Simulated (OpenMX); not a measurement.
TiB2:

```
CELL_PARAMETERS angstrom
3.02920 0.00000 0.00000
-1.51460 2.62336 0.00000
0.00000 0.00000 3.22840
ATOMIC_POSITIONS crystal
Ti 0.00000 0.00000 0.00000
B 0.66667 0.33333 0.50000
B 0.33333 0.66667 0.50000
```

```yaml
Program: OpenMX 3.8.5
Task: single point
Functional: PBE
Potentials_or_basis: OpenMX 2013 PBE set, Ti7.0-s3p2d2, B7.0-s2p2d1, grid cutoff 400 Ry
k_mesh: 11 × 11 × 9
Occupations: fermi-dirac, width 0.05 eV
Spin: no spin polarisation
```

On this cell: pressure 0.1 GPa; largest force under 0.003 eV/Å; band gap on the k mesh none (metal or under the smearing width).

The same run follows on a disturbed copy (atoms moved at random, drawn with an rms of 0.05 Å):

```
Ti B
1.0
     3.02920    0.00000    0.00000
    -1.51460    2.62336    0.00000
     0.00000    0.00000    3.22840
Ti B
1 2
Cartesian
  0.0109 -0.0365 -0.0493
  1.5136 0.8224 1.6230
  -0.0053 1.7485 1.5951
```

Task: What does the disturbed cell give?

Result: The energy (extrapolated to zero smearing) moves by +14.0 meV/atom; pressure 0.7 GPa; largest force 1.001 eV/Å; band gap on the k mesh none (metal or under the smearing width).

Forces in eV/Å, atoms in the order of the input:
```
Ti  -0.217  0.150  0.666
B    0.051  0.820 -0.497
B    0.166 -0.972 -0.172
```

Caveats: the basis of atomic orbitals isn't converged, which shifts pressures, moduli and gaps.
